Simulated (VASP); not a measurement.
# VASP 6.6.1 run: GaAs

INCAR

```
NSW = 0
NELM = 64
IBRION = -1
SIGMA = 0.02
ISMEAR = -1
ENCUT = 520
GGA = PE
LASPH = .TRUE.
LWAVE = .FALSE.
MAXMIX = 40
LCHARG = .FALSE.
LREAL = .FALSE.
PREC = Accurate
EDIFF = 1E-7
NBANDS = 16
ISIF = 2
```

KPOINTS

```
KPOINTS created by Atomic Simulation Environment
0
Gamma
8 8 8
0 0 0
```

POSCAR

```
Ga As
 1.0000000000000000
     0.0000000000000000    2.8112703396000001    2.8516095965999999
     2.8112703396000001    0.0000000000000000    2.8516095965999999
     2.8112703396000001    2.8112703396000001    0.0000000000000000
 Ga  As
   1   1
Cartesian
  0.0000000000000000  0.0000000000000000  0.0000000000000000
  1.4056351698000000  1.4056351698000000  1.4258047983000000
```

The recommended PBE PAW datasets give the neutral cell 18 valence electrons.

Command

```
mpirun -np 1 vasp_std
```

OSZICAR

```
N       E                     dE             d eps       ncg     rms          rms(c)
DAV:   1     0.825630667064E+02    0.82563E+02   -0.89647E+03  1968   0.152E+03
DAV:   2    -0.177931552829E+01   -0.84342E+02   -0.80371E+02  2144   0.312E+02
DAV:   3    -0.830753775387E+01   -0.65282E+01   -0.65068E+01  2320   0.665E+01
DAV:   4    -0.840336411687E+01   -0.95826E-01   -0.95815E-01  2424   0.888E+00
DAV:   5    -0.840464873596E+01   -0.12846E-02   -0.12846E-02  2360   0.944E-01    0.291E+00
DAV:   6    -0.826231286411E+01    0.14234E+00   -0.21159E-01  2912   0.795E+00    0.176E+00
DAV:   7    -0.824229184913E+01    0.20021E-01   -0.64336E-02  2320   0.183E+00    0.561E-01
DAV:   8    -0.824311750824E+01   -0.82566E-03   -0.10297E-02  2288   0.114E+00    0.110E-01
DAV:   9    -0.824351579335E+01   -0.39829E-03   -0.94066E-04  2384   0.359E-01    0.504E-02
DAV:  10    -0.824358164005E+01   -0.65847E-04   -0.72139E-05  2544   0.889E-02    0.274E-02
DAV:  11    -0.824363181339E+01   -0.50173E-04   -0.70312E-05  2088   0.631E-02    0.306E-03
DAV:  12    -0.824363209132E+01   -0.27793E-06   -0.11989E-06  2472   0.153E-02    0.143E-03
DAV:  13    -0.824363240239E+01   -0.31107E-06   -0.52919E-07  2288   0.509E-03    0.679E-04
DAV:  14    -0.824363239006E+01    0.12339E-07   -0.86269E-09  1856   0.972E-04
   1 F= -.82436324E+01 E0= -.82436324E+01  d E =-.922799E-08
```

From OUTCAR

```
k-points           NKPTS =     59   k-points in BZ     NKDIM =     59   number of bands    NBANDS=     16

   NELECT =      18.0000    total number of electrons

   dimension x,y,z NGX =    30 NGY =   30 NGZ =   30
   dimension x,y,z NGXF=    60 NGYF=   60 NGZF=   60

  energy-cutoff  :      520.00
  volume of cell :       45.07
      direct lattice vectors                 reciprocal lattice vectors
     0.000000000  2.811270340  2.851609597    -0.177855538  0.177855538  0.175339570
     2.811270340  0.000000000  2.851609597     0.177855538 -0.177855538  0.175339570
     2.811270340  2.811270340  0.000000000     0.177855538  0.177855538 -0.175339570

 k-points in reciprocal lattice and weights: KPOINTS created by Atomic Simulation Env
   0.00000000  0.00000000  0.00000000       0.002
   0.12500000  0.00000000  0.00000000       0.016
   0.25000000  0.00000000  0.00000000       0.016
   0.37500000  0.00000000  0.00000000       0.016
   0.50000000  0.00000000  0.00000000       0.008
   0.12500000  0.12500000  0.00000000       0.004
   0.25000000  0.12500000  0.00000000       0.016
   0.37500000  0.12500000  0.00000000       0.016
   ...

 E-fermi :   4.2440

 k-point     1 :       0.0000    0.0000    0.0000
  band No.  band energies     occupation
      1     -10.8608      2.00000
      2     -10.8572      2.00000
      3     -10.8572      2.00000
      4     -10.7799      2.00000
      5     -10.7777      2.00000
      6      -8.7870      2.00000
      7       3.8990      2.00000
      8       3.9828      2.00000
      9       3.9828      2.00000
     10       4.4911      0.00001
     11       7.6721      0.00000
     12       7.6721      0.00000
     13       7.7106      0.00000
     14      11.5492      0.00000
     15      13.9385      0.00000
     16      14.2215      0.00000

 k-point     2 :       0.1250    0.0000    0.0000
  band No.  band energies     occupation
      1     -10.8722      2.00000
      2     -10.8559      2.00000
      3     -10.8537      2.00000
      4     -10.7801      2.00000
      5     -10.7777      2.00000
      6      -8.6038      2.00000
      7       1.9932      2.00000
      8       3.6844      2.00000
      9       3.7516      2.00000
     10       5.5581      0.00000
     11       8.0241      0.00000
     12       8.0255      0.00000
     13       8.1696      0.00000
     14      12.4838      0.00000
     15      13.1245      0.00000
     16      13.3237      0.00000

 k-point     3 :       0.2500    0.0000    0.0000
  band No.  band energies     occupation
      1     -10.9018      2.00000
      2     -10.8482      2.00000
      3     -10.8460      2.00000
      4     -10.7799      2.00000
      5     -10.7770      2.00000
      6      -8.0920      2.00000
      7      -0.1877      2.00000
      8       3.2291      2.00000
      9       3.3197      2.00000
     10       5.4111      0.00000
     11       8.5355      0.00000
     12       8.5661      0.00000
     13       9.9239      0.00000
     14      12.8559      0.00000
     15      13.0202      0.00000
     16      13.0208      0.00000

 ...

  Total        1.1050185      1.1050185      0.8621438      0.0000000      0.0000000      0.0000000
  in kB       39.2784964     39.2784964     30.6453788      0.0000000      0.0000000      0.0000000
  external PRESSURE =      36.4007905 kB  Pullay stress =       0.0000000 kB

 POSITION                                       TOTAL-FORCE (eV/Angst)
 -----------------------------------------------------------------------------------
      0.00000      0.00000      0.00000        -0.000000     -0.000000     -0.000000
      1.40564      1.40564      1.42580         0.000000      0.000000      0.000000
 -----------------------------------------------------------------------------------
    total drift:                                0.000001      0.000001      0.000002

  FREE ENERGIE OF THE ION-ELECTRON SYSTEM (eV)
  ---------------------------------------------------
  free  energy   TOTEN  =        -8.2436323901 eV

  energy  without entropy=       -8.2436323808  energy(sigma->0) =       -8.24363239
```

It converged. Results: gap between bands v and c on the k mesh 0.51 eV; least direct gap on the k mesh 0.51 eV; pressure 3.6 GPa. Band v is the last that the valence electrons fill when counted band by band, and c is the next.

For comparison, a separate PBE run of the intended cell, on usual settings and not on those above, gives a gap of 0.51 eV on its mesh and a pressure of 3.6 GPa.

The run above took about 19 s on one core of a shared host (Intel Xeon 6975P-C) and held 0.19 GiB at most.
